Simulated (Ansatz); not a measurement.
**Smearing, entropy and the zero-width energy in Al3Cu**

The calculation used DFT PBEsol, scalar-relativistic, plane waves, PAW (Ansatz).

```
Al Cu
1.0
     2.77841    0.00000    0.00000
     0.00000    2.77841    0.00000
     0.00000    0.00000    7.51340
Al Cu
3 1
Cartesian
  0.0000 0.0000 3.7567
  1.3892 1.3892 1.6989
  1.3892 1.3892 5.8145
  0.0000 0.0000 0.0000
```

The plane-wave cutoff is 420 eV, the Γ-centred k-mesh is 16×16×6 and the spin treatment is unpolarised.

The same metal under several smearings of width σ, on one mesh. F is the free energy, TS the smearing's entropy term for the cell of 4 atoms, and E = F + TS. Gaussian occupations are ½ erfc[(ε − μ)/σ], and N counts both spins.

| rule | σ (eV) | F − F(narrowest) (meV/atom) | TS (meV/cell) |
| --- | --- | --- | --- |
| Fermi–Dirac | 0.01 | -0.053 | 0.569 |
| Fermi–Dirac | 0.05 | -1.903 | 14.743 |
| Fermi–Dirac | 0.2 | -24.533 | 180.569 |
| Fermi–Dirac | 0.5 | -143.036 | 1157.614 |
| Gaussian | 0.01 | 0.000 | 0.043 |
| Gaussian | 0.02 | -0.024 | 0.308 |
| Gaussian | 0.1 | -1.176 | 9.534 |
| Gaussian | 0.2 | -4.488 | 33.219 |
| Gaussian | 0.3 | -9.392 | 67.697 |

Problem. For a density of states N (both spins) that is flat over the smeared range, TS = Nσ²/2 (Gaussian) and (π²/3)Nσ² (Fermi–Dirac). What N does each run give?

Solution.
```
       rule  σ (eV) N (states/eV a cell)
Fermi–Dirac    0.01                  1.73
Fermi–Dirac    0.05                  1.79
Fermi–Dirac     0.2                  1.37
Fermi–Dirac     0.5                  1.41
   Gaussian    0.01                  0.86
   Gaussian    0.02                  1.54
   Gaussian     0.1                  1.91
   Gaussian     0.2                  1.66
   Gaussian     0.3                  1.50
```

Equal entropy needs σ_Gauss = π√(2/3) σ_FD = 2.57 σ_FD, so a Fermi–Dirac width acts like a Gaussian one 2.57 times as large. At moderate widths N lies between 1.50 and 1.91. The drift shows structure in the density of states within the smeared window (a rise with width points to a dip at the Fermi level, a fall to a peak or a steep flank), or a mesh too coarse for the narrower widths. At the narrowest widths only the few mesh levels within σ of μ count, so N can scatter there.

Problem. To second order F = E0 − TS/2 and E = E0 + TS/2. How well does E0 = (E + F)/2 undo the smearing?

Solution.
```csv
rule,σ (eV),F − E0(narrowest) (meV/atom),(E + F)/2 − E0(narrowest) (meV/atom)
Fermi–Dirac,0.01,-0.06,0.01
Fermi–Dirac,0.05,-1.91,-0.07
Fermi–Dirac,0.2,-24.54,-1.97
Fermi–Dirac,0.5,-143.04,1.66
Gaussian,0.01,-0.01,0.00
Gaussian,0.02,-0.03,0.01
Gaussian,0.1,-1.18,0.01
Gaussian,0.2,-4.49,-0.34
Gaussian,0.3,-9.40,-0.94
```

At Gaussian 0.3 eV the free energy is off by -9.40 meV/atom and the mean by -0.94. What remains is of order σ⁴ plus the mesh error of the narrowest run, which is no exact reference. Forces and stress are derivatives of F, not of E0, so they keep the σ² error.

4 further runs of this set aren't shown.

The two smearing rules tell one story once their widths are put on a common scale: the apparent density of states is largest at moderate widths and falls as the window broadens, to 1.50 for the widest Gaussian. The Fermi–Dirac run at 0.5 eV breaks the fall slightly, with 1.41 after 1.37, probably because its long tails begin to reach the upper edge of the filled Cu 3d band. Values of this size suit a metal whose Fermi level lies in broad, nearly free-electron Al and Cu sp bands, with the d shell essentially full.

The corrected energy at that same width looks better than at 0.2 eV, 1.66 against -1.97 meV/atom, but the change of sign points to cancellation between higher-order terms rather than to convergence. A single σ⁴ term can't change sign, so the extrapolation has lost its basis there, and the small residual is no argument for so wide a smearing. The data don't show whether this layered ordering is stable against other Al–Cu phases.
